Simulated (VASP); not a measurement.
C, 4 atoms in the cell. Symmetry: P6/mmm, No. 191, hexagonal system. The conventional cell has a = 2.461 Å, b = 2.461 Å, c = 3.354 Å, α = 90.00°, β = 90.00°, γ = 120.00°. Around C (site symmetry -6m2) lie 3 C at 1.42 Å. The cell was built by a generator and needn't be a form met in nature.

```yaml
Program: VASP 6.6.1
Task: single point
Functional: PBE
Dispersion: MBD
Potentials_or_basis: VASP PAW PBE potentials, release 64 (C)
Cutoff: 520 eV
k_mesh: 16 × 16 × 4
Occupations: fermi-dirac, width 0.05 eV
Spin: no spin polarisation
Further_INCAR_settings: ALGO = Normal; EDIFF = 1e-06
```

Potentials or basis: VASP PAW PBE potentials, release 64 (C).

Run with:

```console
$ cat potpaw_PBE.64/C/POTCAR > POTCAR
$ mpirun -np 1 vasp_std > vasp.out
```

Hardware: 1 thread of Intel(R) Xeon(R) Platinum 8559C (Emerald Rapids) (shared host).

Problem. How long does it take, and how much memory?

Solution. It took 48 s on 1 thread of Intel(R) Xeon(R) Platinum 8559C (Emerald Rapids), with other jobs on the host, peak memory 0.15 GiB. Counts: scf iterations 12, k points 90.
